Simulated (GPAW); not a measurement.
A run of GPAW 26.7.0 is set up as follows.

run.py

```python
from ase import Atoms
from ase.dft.bandgap import bandgap
from ase.io import write
from ase.units import GPa
from gpaw import GPAW, PW

atoms = Atoms(['Co', 'Si'],
              cell=[[2.781334, 0.0, 0.0],
                    [0.0, 2.781334, 0.0],
                    [0.0, 0.0, 2.781334]],
              scaled_positions=[[0.0, 0.0, 0.0],
                                [0.5, 0.5, 0.5]],
              pbc=True)
atoms.set_initial_magnetic_moments([2.0, 0.0])

calc = GPAW(mode=PW(600),
            xc='PBE',
            kpts={'size': (10, 10, 10), 'gamma': True},
            occupations={'name': 'fermi-dirac', 'width': 0.05},
            nbands=16,
            convergence={'density': 1e-05, 'energy': 1e-05},
            maxiter=150,
            txt='gpaw.txt')
atoms.calc = calc
energy = atoms.get_potential_energy()
forces = atoms.get_forces()
stress = atoms.get_stress()
calc.write('gs.gpw')
write('result.traj', atoms)
print(f'Energy: {energy:.6f} eV')
print('Forces (eV/A):')
print(forces.round(4))
print('Stress (GPa):', (stress / GPa).round(3))
print('Moments:', calc.get_magnetic_moments().round(3))
print('Fermi level:', round(calc.get_fermi_level(), 4), 'eV')
print(f'Gap: {bandgap(calc)[0]:.4f} eV, direct: {bandgap(calc, direct=True)[0]:.4f} eV')
```

Potentials or basis: GPAW PAW data sets (gpaw-data 1.2.1), pw.

Run with:

```sh
$ OMP_NUM_THREADS=1 python run.py
```

(1) Predict the band gap on the k mesh.

(2) What does it give for the site moments?

## Answers

(1) none (metal or under the smearing width).

(2) Co +0.56; Si +0.01 μB.
